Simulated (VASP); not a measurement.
A run of VASP 6.6.1 is set up as follows.

Contents of INCAR:

```
SYSTEM = Br
  PREC = Accurate
  ENCUT = 520
  EDIFF = 1E-6
  ISMEAR = 0
  SIGMA = 0.02
  LREAL = .FALSE.
  LASPH = .TRUE.
  NELM = 60
  ALGO = Fast
  ISIF = 2
  LWAVE = .FALSE.
  LCHARG = .FALSE.
  GGA = PE
  NBANDS = 10
```

KPOINTS

```
regular mesh
0
G
  13 13 13
  0 0 0
```

The input POSCAR:

```
Br
4.105
   -0.346770208283      0.346770208283      0.871502404385
    0.346770208283     -0.346770208283      0.871502404385
    0.346770208283      0.346770208283     -0.871502404385
Br
1
Direct
    0.0000000000      0.0000000000      0.0000000000
```

Potentials or basis: VASP PAW PBE potentials, release 64 (Br).

Launch:

```sh
$ cat potpaw_PBE.64/Br/POTCAR > POTCAR
$ mpirun -np 1 vasp_std > vasp.out
```

Estimate the band gap on the k mesh.

none (metal or under the smearing width).

Predict the pressure.

1.4 GPa.

Stress tensor (GPa, compression positive):
```
1.24 0.00 0.00
0.00 1.24 0.00
0.00 0.00 1.70
```

Caveat: an odd number of electrons without spin polarisation forces a metal; a magnetic or distorted state may lie lower.
